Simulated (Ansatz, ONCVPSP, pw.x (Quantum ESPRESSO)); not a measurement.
# pw.x on sc W: one setting changed

Potential: optimised norm-conserving Vanderbilt (ONCV), ONCVPSP 4.0.1.1 (patched build), PBE; core [Xe] 4f14, reference 5d4 6s1.5 6p0.5; waves: 6s: rc 2.55 bohr, ncon 5, nbas 8, qcut 2.8 1/bohr, 2 projectors, debl 1.7 Ha; 6p: rc 3.85 bohr, ncon 4, nbas 8, qcut 2.2 1/bohr, 2 projectors, debl 1.1 Ha; 5d: rc 2.55 bohr, ncon 3, nbas 7, qcut 5.1 1/bohr, local; f scattering state at 0.29 Ha: rc 3.75 bohr, ncon 4, nbas 7, qcut 3.3 1/bohr, 2 projectors, debl 1.3 Ha; local part: the d channel; core correction: polynomial model core, fcfact 0.75.

The reference run (k-mesh 12³, cutoffs 50/200 Ry, Fermi–Dirac 0.01 Ry, mixing_beta 0.4, conv_thr 1e-9, no spin) gives -0.09 GPa at 18.539 Å³/atom, where all-electron LAPW gives -2.09 GPa. This run, with its own iteration cap, changes nbnd to 6.

```
&control
  calculation='scf', prefix='x', pseudo_dir='./', outdir='./tmp', tstress=.true., disk_io='none'
/
&system
  ibrav=0, nat=1, ntyp=1, ecutwfc=50, ecutrho=200, nbnd=6,
  occupations='smearing', smearing='fd', degauss=0.01
/
&electrons
  conv_thr=1e-09, mixing_beta=0.4, electron_maxstep=70
/
ATOMIC_SPECIES
W 1.0 W.UPF
CELL_PARAMETERS angstrom
  2.64664343 0.00000000 0.00000000
  0.00000000 2.64664343 0.00000000
  0.00000000 0.00000000 2.64664343
ATOMIC_POSITIONS crystal
W 0.0000 0.0000 0.0000
K_POINTS automatic
12 12 12 0 0 0
```

```bash
pw.x < W.scf.in > W.scf.out
```

Q: How does the run end?

A: It converges in 13 iterations; the free energy moves by +0.0 meV/atom and the pressure by +0.00 GPa. The result is that of the reference run.

```
Message from routine setup:
     using ibrav=0 with symmetry is DISCOURAGED, use correct ibrav instead
     lattice parameter (alat)  =       5.0014  a.u.
     unit-cell volume          =     125.1074 (a.u.)^3
     number of electrons       =         6.00
     number of Kohn-Sham states=            6
     kinetic-energy cutoff     =      50.0000  Ry
     charge density cutoff     =     200.0000  Ry
     scf convergence threshold =      1.0E-09
     Exchange-correlation= PBE
     number of k points=    84  Fermi-Dirac smearing, width (Ry)=  0.0100
     iteration #  1     ecut=    50.00 Ry     beta= 0.40
     total energy              =     -26.89334794 Ry
     estimated scf accuracy    <       0.02346247 Ry
     iteration #  2     ecut=    50.00 Ry     beta= 0.40
     total energy              =     -26.89104735 Ry
     estimated scf accuracy    <       0.00697466 Ry
     iteration #  3     ecut=    50.00 Ry     beta= 0.40
     total energy              =     -26.89399344 Ry
     estimated scf accuracy    <       0.00041651 Ry
     iteration #  4     ecut=    50.00 Ry     beta= 0.40
     total energy              =     -26.89067299 Ry
     estimated scf accuracy    <       0.00732984 Ry
     iteration #  5     ecut=    50.00 Ry     beta= 0.40
     total energy              =     -26.89221116 Ry
     estimated scf accuracy    <       0.00010467 Ry
     iteration #  6     ecut=    50.00 Ry     beta= 0.40
     total energy              =     -26.89216071 Ry
     estimated scf accuracy    <       0.00009136 Ry
     iteration #  7     ecut=    50.00 Ry     beta= 0.40
     total energy              =     -26.89216420 Ry
     estimated scf accuracy    <       0.00000623 Ry
     iteration #  8     ecut=    50.00 Ry     beta= 0.40
     total energy              =     -26.89216798 Ry
     estimated scf accuracy    <       0.00000107 Ry
     iteration #  9     ecut=    50.00 Ry     beta= 0.40
     total energy              =     -26.89216787 Ry
     estimated scf accuracy    <       0.00000034 Ry
     iteration # 10     ecut=    50.00 Ry     beta= 0.40
     total energy              =     -26.89216792 Ry
     estimated scf accuracy    <       0.00000001 Ry
     iteration # 11     ecut=    50.00 Ry     beta= 0.40
     total energy              =     -26.89216793 Ry
     estimated scf accuracy    <          1.2E-09 Ry
     iteration # 12     ecut=    50.00 Ry     beta= 0.40
     total energy              =     -26.89216793 Ry
     estimated scf accuracy    <          2.4E-09 Ry
     iteration # 13     ecut=    50.00 Ry     beta= 0.40
     the Fermi energy is    12.9236 ev
!    total energy              =     -26.89216793 Ry
     estimated scf accuracy    <          2.8E-11 Ry
     smearing contrib. (-TS)   =      -0.00276656 Ry
     The total energy is F=E-TS. E is the sum of the following terms:
     one-electron contribution =       9.93843513 Ry
     hartree contribution      =       0.42743164 Ry
     xc contribution           =     -16.83257214 Ry
     ewald contribution        =     -20.42269600 Ry
     convergence has been achieved in  13 iterations
          total   stress  (Ry/bohr**3)                   (kbar)     P=       -0.89
     Message from routine punch:
     Nothing written, as per user request (disk_io='none')
```

The run took about 13 s on one core of a shared host (Neoverse-N1, 64 threads, 124 GiB, load 58).
